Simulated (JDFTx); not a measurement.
The system is KTaO3.

```xyz
5
Lattice="3.9883 0.0000 0.0000 0.0000 3.9883 0.0000 0.0000 0.0000 3.9883" Properties=species:S:1:pos:R:3 pbc="T T T"
Ta    0.0000    0.0000    0.0000
K     1.9942    1.9942    1.9942
O     0.0000    0.0000    1.9942
O     0.0000    1.9942    0.0000
O     1.9942    0.0000    0.0000
```

Program: JDFTx 1.7.0 (patched build). Alike in all runs: task single point; no spin polarisation; cell as given; k mesh 7 × 7 × 7; cutoff (eV) 1143; smearing fermi-dirac 0.05 eV.

**Question.** Order these runs on this cell by their pressure, lowest first.
A. level PBE; potentials or basis PseudoDojo-SR-PBE-0.5-standard
B. level LDA; potentials or basis PseudoDojo-SR-LDA-0.4.1-standard with smoothed tails; local potential set to -Z/r beyond 6 bohr; pseudo rcut 6
C. level PBEsol; potentials or basis PseudoDojo-SR-PBEsol-0.4.1-standard with smoothed tails; local potential set to -Z/r beyond 6 bohr; pseudo rcut 6

**Answer.** B (-7.6 GPa), C (-1.7 GPa), A (4.3 GPa).

Not every run made on this cell is shown here.
